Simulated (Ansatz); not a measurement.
Levels of theory for ZnS (rocksalt)

All numbers come from Ansatz. All values are calculated for a non-magnetic cell, which may be hypothetical.

ZnS built on the rocksalt prototype, relaxed with r2SCAN. It is cubic, Fm-3m (No. 225); conventional cell a = 5.062 Å, 16.21 Å³ an atom. Around Zn lie 6 S at 2.53 Å; around S lie 6 Zn at 2.53 Å.

```xyz
2
Lattice="0.0000 2.5310 2.5310 2.5310 0.0000 2.5310 2.5310 2.5310 0.0000" Properties=species:S:1:pos:R:3 pbc="T T T"
Zn    0.0000    0.0000    0.0000
S     2.5310    2.5310    2.5310
```

Band edges at fixed r2SCAN geometry:

| level | k mesh | gap (eV) | kind | edges | least direct gap (eV) | rough cost |
| --- | --- | --- | --- | --- | --- | --- |
| LDA | 8×8×8 | none (overlap 0.54) | – | – | – | 1.1 core-seconds |
| PBE | 8×8×8 | none (overlap 0.30) | – | – | – | 1.9 core-seconds |
| r2SCAN | 8×8×8 | 0.13 | indirect | K–Γ (0.50) → X | 2.78 | 3 core-seconds |
| HSE06 | 6×6×6 | 0.73 | indirect | K–Γ (0.50) → X | 3.45 | 70 core-seconds |

All runs use a smearing of 0.02 eV.
Wave cutoffs: 420 eV, 500 eV (r2SCAN).
Points off the special ones are mesh points or PBE's searched band edges, reused at the other levels.
Costs come from shared machines and give only the order; PBE's includes the band path.

HSE06 gives an indirect gap of 0.73 eV, from K–Γ (0.50 of the way from K) to X; the least direct gap is 3.45 eV at X.

The levels disagree on the kind of gap: indirect with r2SCAN, HSE06; no gap with LDA, PBE.

Where bands overlap the cell is a metal at that level, and these k meshes limit energies, forces and stress.

The meshes of the hybrids are coarse, so their gaps aren't converged to the digits shown.
